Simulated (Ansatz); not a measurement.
Computed with DFT PBE, scalar-relativistic, plane waves, PAW in Ansatz 0.2.0. All cells share a 420 eV cutoff and Γ-centred k meshes spaced at most about 0.3 Å⁻¹ (about 0.25 or finer for metals, 2π included). No spin polarisation.

These are static total energies at zero pressure.

**Question.** Order these relaxed structures of SbSe5 by energy, lowest first, with the energy over the lowest of them.
A. Space group C2/m (No. 12), monoclinic, a = 8.092 Å, b = 5.576 Å, c = 8.767 Å, β = 115.8°. Around Sb lie 8 Se at 3.00–3.01 Å; around Se on a site of symmetry 1 lie 2 Se at 2.64–2.70 Å, 1 Se at 2.87 Å, 2 Sb at 3.00–3.01 Å and 1 Se at 3.46 Å; around Se on a site of symmetry 2/m lie 4 Se at 2.64 Å.
B. Space group R-3m (No. 166), trigonal, a = 7.491 Å, c = 10.886 Å. Sb is surrounded by 6 Se at 2.82 Å and 2 Se at 3.31 Å; Se on a site of symmetry 2/m is surrounded by 2 Se at 2.63 Å and 2 Sb at 2.82 Å; Se on a site of symmetry 3m has 3 Se at 2.63 Å and 1 Sb at 3.31 Å.

**Answer.** B (0 meV/atom), A (44 meV/atom). Counting Se atoms around Sb (those within 1.25 times the shortest such distance or 1.15 times the sum of covalent radii; a plus sign parts nearer from farther groups): B has Sb 6+2; A has Sb 8. B holds Se–Se nets (shortest 2.63 Å); in A the shortest Se–Se distance is 2.64 Å, near bonding range too. Both come from invented guesses. The lowest form computed isn't among them: it has space group P-3m1 (No. 164), 28.1 Å³/atom and lies 94 meV/atom below the best shown. Even the lowest of the cells shown lies +0.11 eV/atom against the elements.

Spin–orbit coupling, which can matter for Sb, is left out. In R-3m, C2/m an odd number of electrons in the primitive cell allows no gap without spin; a larger cell or a magnetic state could open one. Cells relaxed within their symmetry can be saddle points. Some candidate types were left out of the draw beforehand, so a known form may be missing.
